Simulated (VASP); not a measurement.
# H (Cmce) in VASP: a series of runs, part 2 of 2

VASP 6.6.1.

### Step 3. Relaxation of cell and atoms, PBEsol

This run uses another cell than the first one, of 13.95 Å³/atom, 1.002 times its volume.

The input, INCAR:

```
  PREC = Accurate
  ENCUT = 600
  EDIFF = 1E-6
  ISMEAR = 0
  SIGMA = 0.02
  LREAL = F
  LASPH = T
  NELM = 80
  ALGO = Normal
  ISIF = 3
  LWAVE = F
  LCHARG = F
  GGA = PS
  IBRION = 2
  NSW = 100
  EDIFFG = -0.01
```

The input, KPOINTS:

```
Automatic mesh
0
Gamma
  6 6 6
```

The input, POSCAR:

```
H
1.0
    2.6245892384     -2.5647840665      0.0000000000
    2.6245892384      2.5647840665      0.0000000000
    0.0000000000      0.0000000000      4.1450387075
H
4
Direct
    0.9523389665      0.0476610335      0.0698941542
    0.4523389665      0.5476610335      0.4301058458
    0.5476610335      0.4523389665      0.5698941542
    0.0476610335      0.9523389665      0.9301058458
```

Potentials or basis: VASP PAW PBE potentials, release 64 (H).

The run is started by

```console
> cat potpaw_PBE.64/H/POTCAR > POTCAR
> mpirun -np 1 vasp_std > vasp.out
```

OUTCAR:

```text
PREC = Accurate
   ENCUT = 600
   EDIFF = 1E-6
   ISMEAR = 0
   LREAL = F
   LASPH = T
   NELM = 80
   ISIF = 3
   GGA = PS
   IBRION = 2
   NSW = 100
   EDIFFG = -0.01

 ion  position               nearest neighbor table
   1  0.952  0.048  0.070-   4 0.76
   2  0.452  0.548  0.430-   3 0.76
   3  0.548  0.452  0.570-   2 0.76
   4  0.048  0.952  0.930-   1 0.76

  LATTYP: Found a base centered orthorhombic cell.
 ALAT       =     5.1295681330
 B/A-ratio  =     1.0233178195
 C/A-ratio  =     0.8080677749

  Lattice vectors:

 A1 = (  -2.6245892384,  -2.5647840665,   0.0000000000)
 A2 = (   2.6245892384,  -2.5647840665,   0.0000000000)
 A3 = (   0.0000000000,   0.0000000000,   4.1450387075)

Analysis of symmetry for initial positions (statically):
[... 266 lines left out ...]

  energy without entropy =      -13.06042643  energy(sigma->0) =      -13.06042643

 E-fermi :  -8.1802     XC(G=0):  -4.9248

 val. band max:       -8.3047147049   @ k =   0.0000   0.0000   0.0000
 cond. band min:       0.6688750004   @ k =   0.5000   0.0000   0.5000
 fundamental gap:      8.9735897053
 Fermi energy:        -8.1801808153

 k-point     1 :       0.0000    0.0000    0.0000
  band No.  band energies     occupation
      1     -10.1685      2.00000
      2      -8.3047      2.00000
      3       2.7744      0.00000
      4       4.2663      0.00000
      5       4.5363      0.00000
      6       6.7263      0.00000
[... 199 lines left out ...]
 k-point    24 :       0.5000    0.3333    0.1667
  band No.  band energies     occupation
      1      -8.9355      2.00000
      2      -8.7979      2.00000
      3       1.3510      0.00000
      4       2.2675      0.00000
      5       4.0361      0.00000
      6       5.4145      0.00000

 [... further k-points ...]

------------------------ aborting loop because EDIFF is reached ----------------------------------------

  FORCE on cell =-STRESS in cart. coord.  units (eV):
  Direction    XX          YY          ZZ          XY          YZ          ZX
  --------------------------------------------------------------------------------------
  -------------------------------------------------------------------------------------
  Total       -0.0081566     -0.0309376     -0.0072817      0.0000000     -0.0000000      0.0000000
  in kB       -0.2341687     -0.8881889     -0.2090510      0.0000000     -0.0000000      0.0000000
  external PRESSURE =      -0.4438029 kB  Pullay stress =       0.0000000 kB
[... 19 lines left out ...]
  FREE ENERGIE OF THE ION-ELECTRON SYSTEM (eV)
  ---------------------------------------------------
  free  energy   TOTEN  =       -13.0604264336 eV

  energy  without entropy=      -13.0604264336  energy(sigma->0) =      -13.06042643

 reached required accuracy - stopping structural energy minimisation
```

OSZICAR:

```text
N       E                     dE             d eps       ncg     rms          rms(c)
DAV:   1    -0.842003956379E+01   -0.84200E+01   -0.12669E+03   624   0.498E+02
DAV:   2    -0.139407706112E+02   -0.55207E+01   -0.51525E+01   864   0.502E+01
DAV:   3    -0.141045718046E+02   -0.16380E+00   -0.16380E+00   810   0.867E+00
DAV:   4    -0.141049239827E+02   -0.35218E-03   -0.35218E-03   852   0.472E-01
[... 15 lines left out ...]
       N       E                     dE             d eps       ncg     rms          rms(c)
DAV:   1    -0.130604428925E+02   -0.24844E-03   -0.38023E-03   624   0.549E-01    0.294E-02
DAV:   2    -0.130604314364E+02    0.11456E-04   -0.23837E-05   696   0.432E-02    0.168E-02
DAV:   3    -0.130604264038E+02    0.50326E-05   -0.16238E-05   792   0.222E-02    0.127E-03
DAV:   4    -0.130604264336E+02   -0.29865E-07   -0.18683E-07   324   0.338E-03
   3 F= -.13060426E+02 E0= -.13060426E+02  d E =-.447724E-04
```

CONTCAR:

```text
H
   1.00000000000000
     2.6245121457272584   -2.5647245889884065    0.0000000000000000
     2.6245121457272584    2.5647245889884065   -0.0000000000000000
     0.0000000000000000    0.0000000000000000    4.1454527148570977
  H
     4
Direct
     0.9522676409925531    0.0477323590074468    0.0699989540160963
     0.4522676409925532    0.5477323590074469    0.4300010459839037
     0.5477323590074469    0.4522676409925532    0.5699989540160963
     0.0477323590074468    0.9522676409925531    0.9300010459839037

  0.00000000E+00  0.00000000E+00  0.00000000E+00
  0.00000000E+00  0.00000000E+00  0.00000000E+00
  0.00000000E+00  0.00000000E+00  0.00000000E+00
  0.00000000E+00  0.00000000E+00  0.00000000E+00
```

Wall time 13 s (1 thread of Intel Xeon 6975P-C (Granite Rapids), shared host); peak memory 0.17 GiB.

What came out:

```
Free energy               : -13.0604 eV
Energy gained by relaxing : 0.0 meV/atom
Ionic steps               : 3
Pressure after relaxing   : 0.0 GPa
Band gap on the k mesh    : 8.97 eV, indirect (least direct gap 9.61 eV)
```

Final structure:
```
H
1.0
     2.62451   -2.56472    0.00000
     2.62451    2.56472    0.00000
     0.00000    0.00000    4.14545
H
4
Direct
  0.95227 0.04773 0.07000
  0.45227 0.54773 0.43000
  0.54773 0.45227 0.57000
  0.04773 0.95227 0.93000
```

Caveat: the PAW data sets were made with another functional, which shifts forces and pressure a little. A k mesh can miss the band edges.

### Step 4. Single point, PBEsol

This run uses another cell than the first one: it holds 8 atoms, not 4.

The input, INCAR:

```
SYSTEM = H
  ALGO = Fast
  EDIFF = 1E-6
  ENCUT = 520
  GGA = PS
  ISIF = 2
  ISMEAR = 0
  LASPH = .True.
  LCHARG = .False.
  LREAL = .False.
  LWAVE = .False.
  NBANDS = 14
  NELM = 100
  PREC = Accurate
  SIGMA = 0.1
```

The input, KPOINTS:

```
k-points
0
Gamma
  4 4 4
  0 0 0
```

The input, POSCAR:

```
H
1.0
    7.1772243400      0.0000000000      0.0000000000
    0.0000000000      7.1869279200      0.0000000000
    0.0000000000      0.0000000000      7.2081540300
H
8
Direct
    0.3655326100      0.7217362900      0.6472593300
    0.8655326100      0.7782637100      0.3527406700
    0.6344673900      0.2217362900      0.8527406700
    0.1344673900      0.2782637100      0.1472593300
    0.6445223500      0.1492589600      0.7802707100
    0.1445223500      0.3507410400      0.2197292900
    0.3554776500      0.6492589600      0.7197292900
    0.8554776500      0.8507410400      0.2802707100
```

The run is started by

```console
> cat potpaw_PBE.64/H/POTCAR > POTCAR
> mpirun -np 1 vasp_std > vasp.out
```

Wall time 75 s (1 thread of Intel Xeon 6975P-C (Granite Rapids), shared host); peak memory 0.41 GiB.

It converged, with:

```
Free energy            : -26.0465 eV
Pressure               : 0.2 GPa
Largest force          : 0.611 eV/Å
Band gap on the k mesh : 9.76 eV, indirect (least direct gap 9.76 eV)
```

Forces in eV/Å, atoms in the order of the input:
```
H    0.060  0.429 -0.431
H    0.060 -0.429  0.431
H   -0.060  0.429  0.431
H   -0.060 -0.429 -0.431
H    0.059 -0.430 -0.430
H    0.059  0.430  0.430
H   -0.059 -0.430  0.430
H   -0.059  0.430 -0.430
```

Stress tensor (GPa, compression positive):
```
-0.05  0.00  0.00
 0.00  0.32  0.00
 0.00  0.00  0.33
```

Levels at points of the mesh, in eV from the valence-band top:
```tsv
k point	band 2	band 3	band 4	band 5	band 6	band 7
(0.00, 0.00, 0.00)	-0.06	-0.01	0.00	9.81	10.27	10.33
(0.50, 0.00, 0.00)	-0.11	0.00	0.00	10.04	10.04	10.49
(0.00, 0.50, 0.00)	-0.09	-0.02	-0.02	9.91	9.91	10.63
(0.50, 0.50, 0.00)	-0.08	-0.04	-0.04	9.98	9.98	10.44
(0.00, 0.00, 0.50)	-0.12	0.00	0.00	9.79	9.79	10.73
(0.50, 0.00, 0.50)	-0.11	-0.01	-0.01	9.76	9.76	10.76
(0.00, 0.50, 0.50)	-0.08	-0.03	-0.03	9.89	9.89	10.29
(0.50, 0.50, 0.50)	-0.06	-0.06	-0.06	10.04	10.04	10.04
```

Caveat: the PAW data sets were made with another functional, which shifts forces and pressure a little. As with any semilocal functional, this PBEsol gap is likely too small.

### Step 5. Summary

| task | cell | k mesh | cutoff (eV) | smearing | gap on the mesh (eV) | pressure (GPa) | largest force (eV/Å) |
| --- | --- | --- | --- | --- | --- | --- | --- |
| single point | Cmce, 13.92 Å³/atom | 6 × 6 × 6 | 520 | gaussian 0.02 eV | 8.96 | -0.2 | 0.01 |
| relaxation of cell and atoms | relaxed | 6 × 6 × 6 | 600 | gaussian 0.02 eV | 8.97 | 0.0 | - |
| single point | P2_12_12_1, 46.48 Å³/atom | 4 × 4 × 4 | 520 | gaussian 0.1 eV | 9.76 | 0.2 | 0.61 |

Alike in all rows: level PBEsol; potentials or basis VASP PAW PBE potentials, release 64 (H); no spin polarisation.

Caveats: the PAW data sets were made with another functional, which shifts forces and pressure a little.

Total energies depend on the potentials used, so only differences within one code and one set of settings carry meaning.
